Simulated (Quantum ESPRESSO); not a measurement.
A run of Quantum ESPRESSO 7.5:

The input pw.in:

```
&CONTROL
  calculation = 'scf'
  prefix = 'pwscf'
  outdir = './tmp'
  pseudo_dir = './pseudo'
  tprnfor = .true.
  tstress = .true.
  disk_io = 'low'
/
&SYSTEM
  ibrav = 0
  nat = 2
  ntyp = 2
  ecutwfc = 70
  nbnd = 15
  occupations = 'smearing'
  smearing = 'fd'
  degauss = 0.00367493
/
&ELECTRONS
  conv_thr = 4d-10
  electron_maxstep = 120
  mixing_beta = 0.5
/
ATOMIC_SPECIES
In   114.8180 In.upf
P     30.9738 P.upf
CELL_PARAMETERS angstrom
   0.0000000000    2.9305000000    2.9305000000
   2.9305000000    0.0000000000    2.9305000000
   2.9305000000    2.9305000000    0.0000000000
ATOMIC_POSITIONS angstrom
In     0.0000000000    0.0000000000    0.0000000000
P      4.3957500000    4.3957500000    4.3957500000
K_POINTS automatic
8 8 8 0 0 0
```

The input bands.in:

```
&CONTROL
  calculation = 'bands'
  prefix = 'pwscf'
  outdir = './tmp'
  pseudo_dir = './pseudo'
  disk_io = 'low'
  verbosity = 'high'
/
&SYSTEM
  ibrav = 0
  nat = 2
  ntyp = 2
  ecutwfc = 70
  nbnd = 15
  occupations = 'smearing'
  smearing = 'fd'
  degauss = 0.00367493
/
&ELECTRONS
  conv_thr = 1d-08
  electron_maxstep = 120
  mixing_beta = 0.5
  diago_full_acc = .true.
/
ATOMIC_SPECIES
In   114.8180 In.upf
P     30.9738 P.upf
CELL_PARAMETERS angstrom
   0.0000000000    2.9305000000    2.9305000000
   2.9305000000    0.0000000000    2.9305000000
   2.9305000000    2.9305000000    0.0000000000
ATOMIC_POSITIONS angstrom
In     0.0000000000    0.0000000000    0.0000000000
P      4.3957500000    4.3957500000    4.3957500000
K_POINTS crystal
60
 0.0000000000  0.0000000000  0.0000000000 1
 0.0625000000  0.0000000000  0.0625000000 1
 0.1250000000  0.0000000000  0.1250000000 1
 0.1875000000  0.0000000000  0.1875000000 1
 0.2500000000  0.0000000000  0.2500000000 1
 0.3125000000  0.0000000000  0.3125000000 1
 0.3750000000  0.0000000000  0.3750000000 1
 0.4375000000  0.0000000000  0.4375000000 1
 0.5000000000  0.0000000000  0.5000000000 1
 0.5000000000  0.0625000000  0.5625000000 1
 0.5000000000  0.1250000000  0.6250000000 1
 0.5000000000  0.1875000000  0.6875000000 1
 0.5000000000  0.2500000000  0.7500000000 1
 0.4375000000  0.3125000000  0.7500000000 1
 0.3750000000  0.3750000000  0.7500000000 1
 0.3375000000  0.3375000000  0.6750000000 1
 0.3000000000  0.3000000000  0.6000000000 1
 0.2625000000  0.2625000000  0.5250000000 1
 0.2250000000  0.2250000000  0.4500000000 1
 0.1875000000  0.1875000000  0.3750000000 1
 0.1500000000  0.1500000000  0.3000000000 1
 0.1125000000  0.1125000000  0.2250000000 1
 0.0750000000  0.0750000000  0.1500000000 1
 0.0375000000  0.0375000000  0.0750000000 1
 0.0000000000  0.0000000000  0.0000000000 1
 0.0625000000  0.0625000000  0.0625000000 1
 0.1250000000  0.1250000000  0.1250000000 1
 0.1875000000  0.1875000000  0.1875000000 1
 0.2500000000  0.2500000000  0.2500000000 1
 0.3125000000  0.3125000000  0.3125000000 1
 0.3750000000  0.3750000000  0.3750000000 1
 0.4375000000  0.4375000000  0.4375000000 1
 0.5000000000  0.5000000000  0.5000000000 1
 0.5250000000  0.4500000000  0.5250000000 1
 0.5500000000  0.4000000000  0.5500000000 1
 0.5750000000  0.3500000000  0.5750000000 1
 0.6000000000  0.3000000000  0.6000000000 1
 0.6250000000  0.2500000000  0.6250000000 1
 0.5833333333  0.2500000000  0.6666666667 1
 0.5416666667  0.2500000000  0.7083333333 1
 0.5000000000  0.2500000000  0.7500000000 1
 0.5000000000  0.2857142857  0.7142857143 1
 0.5000000000  0.3214285714  0.6785714286 1
 0.5000000000  0.3571428571  0.6428571429 1
 0.5000000000  0.3928571429  0.6071428571 1
 0.5000000000  0.4285714286  0.5714285714 1
 0.5000000000  0.4642857143  0.5357142857 1
 0.5000000000  0.5000000000  0.5000000000 1
 0.4821428571  0.4821428571  0.5357142857 1
 0.4642857143  0.4642857143  0.5714285714 1
 0.4464285714  0.4464285714  0.6071428571 1
 0.4285714286  0.4285714286  0.6428571429 1
 0.4107142857  0.4107142857  0.6785714286 1
 0.3928571429  0.3928571429  0.7142857143 1
 0.3750000000  0.3750000000  0.7500000000 1
 0.6250000000  0.2500000000  0.6250000000 1
 0.5937500000  0.1875000000  0.5937500000 1
 0.5625000000  0.1250000000  0.5625000000 1
 0.5312500000  0.0625000000  0.5312500000 1
 0.5000000000  0.0000000000  0.5000000000 1
```

Potentials or basis: PseudoDojo 0.4.1 SR PBEsol standard.

Launch:

```sh
$ OMP_NUM_THREADS=1 pw.x -in pw.in > pw.out
$ OMP_NUM_THREADS=1 pw.x -in bands.in > bands.out
```

Hardware: 1 thread of Intel(R) Xeon(R) Platinum 8259CL CPU @ 2.50GHz (Skylake/Cascade Lake) (shared host).

Task: How long does it take, and how much memory?

Result: Run time: 110 s on 1 thread of Intel(R) Xeon(R) Platinum 8259CL CPU @ 2.50GHz (Skylake/Cascade Lake) (shared host), peak memory 0.1 GiB. Counts: scf iterations 9, k pools 1, bands 15, k points 29, g dense 26813.
